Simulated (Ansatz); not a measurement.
Infrared modes and screening in MgS (P6_3mc)

Perturbation theory with PBEsol in the plane-wave code Ansatz on the PBEsol cell, ground state and force constants on a 6×6×4 mesh. The values are computed, spin-unpolarised, and not measurements.

Space group P6_3mc (No. 186), hexagonal; a = 4.026 Å, c = 6.423 Å in the conventional setting, 22.54 Å³ an atom. Mg is surrounded by 4 S at 2.45 Å; S is surrounded by 4 Mg at 2.45 Å.

```yaml
crystal:
  lattice:
    - [4.02632, 0.00000, 0.00000]
    - [-2.01316, 3.48690, 0.00000]
    - [0.00000, 0.00000, 6.42289]
  atoms:
    - { symbol: Mg, position: [0.66667, 0.33333, 0.49657] }
    - { symbol: Mg, position: [0.33333, 0.66667, 0.99657] }
    - { symbol: S, position: [0.33333, 0.66667, 0.37843] }
    - { symbol: S, position: [0.66667, 0.33333, 0.87843] }
```

Optical modes without the longitudinal term:

| ω (cm⁻¹) | degeneracy | IR intensity, summed over the level ((D/Å)²/amu) |
| --- | --- | --- |
| 85 | 2 | 0.00 |
| 261 | 1 | 0.00 |
| 316 | 1 | 12.75 |
| 325 | 1 | 0.00 |
| 333 | 2 | 0.00 |
| 337 | 2 | 23.48 |

All optical modes at Γ are real, from 85 to 337 cm⁻¹ without the longitudinal term; this says nothing of other wave vectors. With the long-range field the highest mode reaches 426 cm⁻¹. The program warns that the force constants, and all that is formed from them, aren't settled on this k mesh. Of the real levels 2 are infrared active, the strongest at 337 cm⁻¹.

The clamped-ion dielectric constant comes out as 4.10 along x and y, 4.22 along z. With the ions relaxed, ε⁰ is 6.5 along x and y, 7.2 along z. Born charges, averaged over directions: Mg +1.90, S -1.90 e.

For comparison, on the r2SCAN cell the mean ε∞ is 3.76 with r2SCAN (ground state on 6×6×4; least gap 4.15 eV), 4.04 with PBE (ground state on 6×6×4; least gap 3.47 eV).
